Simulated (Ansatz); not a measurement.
Si: the gap against volume

Si, Fd-3m, a = 5.444 Å. Ansatz: r2SCAN, PAW, 500 eV, Γ-centred 10×10×10 mesh on 2 atoms, Gaussian smearing 0.02 eV; no spin polarisation. Symmetry fixes shape and atoms, so the cell is only scaled; x = ln(V/V0) with V0 = 20.170 Å³/atom. The gap is read at the mesh points alone.

```tsv
x	gap y (eV)
-0.1278	0.537
-0.0943	0.606
-0.0619	0.669
-0.0305	0.726
0.0000	0.778
0.0296	0.826
0.0583	0.869
0.0953	?
```

Fit a straight line to the other rows, give the volume deformation potential of the gap and its pressure coefficient, and predict the missing gap. B0 = 96.7 GPa.

Means x = -0.03237, y = 0.71586; Σ(Δx)² = 0.02693, ΣΔxΔy = 0.04800; the slope is their ratio. y = 0.7736 + 1.782 x. The slope is the deformation potential a = dE_g/d ln V = 1.78 eV, and dE_g/dP = −a/B0 = -18.4 meV/GPa. With a term in x² added, the coefficient of x becomes 1.659, 7 % less, which shows how far this figure hangs on the form. At x = 0.0953 the fit asked for gives 0.943 eV. The run gave 0.922 eV, so the fit is 0.021 eV too high, 5.5 % of the span of the series, against an rms of 0.006 eV on the fitted rows. The row lies outside the fitted range. With a term in x² added, a fit to the same known rows predicts 0.920 eV, so most of the miss is curvature that the known rows already hold.

Semilocal functionals give gaps under the measured ones; changes of the gap mostly carry over better.